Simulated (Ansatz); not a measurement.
Crystal: CuO.

```
CELL_PARAMETERS angstrom
0.00000 2.32725 2.32725
2.32725 0.00000 2.32725
2.32725 2.32725 0.00000
ATOMIC_POSITIONS crystal
Cu 0.00000 0.00000 0.00000
O 0.25000 0.25000 0.25000
```

Measurements of this composition are mostly on another form, of space group No. 15.

* Program: Ansatz 0.2.0
* Task: relaxation of cell and atoms
* Functional: r2SCAN
* Potentials or basis: Ansatz PAW
* Cutoff: 500 eV (not typed: the program's choice for these potentials)
* k mesh: 10 × 10 × 10
* Occupations: fermi-dirac, width 0.05 eV
* Spin: no spin polarisation
* Hubbard terms: Cu d U = 5.3 eV

At the start: volume 12.60 Å³/atom.

How do energy, volume and symmetry change on relaxing?

It ends after 5 steps and the volume is 11.33 Å³/atom (-10.1 %); space group F-43m (No. 216, to 0.05 Å).

Step by step:
```
step  energy change (eV)  largest force (eV/Å)  volume (Å³)
   1              0.0000                0.0000        25.21
   2             -0.0760                0.0000        23.97
   3             -0.1067                0.0000        22.34
   4             -0.1083                0.0000        22.65
   5             -0.1065                0.0000        22.65
```

Final structure:
```xyz
2
Lattice="0.0000 2.2457 2.2457 2.2457 0.0000 2.2457 2.2457 2.2457 0.0000" Properties=species:S:1:pos:R:3 pbc="T T T"
Cu    0.0000    0.0000    0.0000
O     1.1228    1.1228    1.1228
```

Caveat: the plane-wave basis is chosen anew once the cell has moved, so the energies of steps on either side of that aren't comparable; an odd number of electrons without spin polarisation forces a metal; a magnetic or distorted state may lie lower; the run has no spin polarisation, though such a crystal can be magnetic; U without spin polarisation on a metal has little footing; the PAW data sets come from PBE, with cores solved anew for the run's functional, which leaves a small shift of forces and pressure.
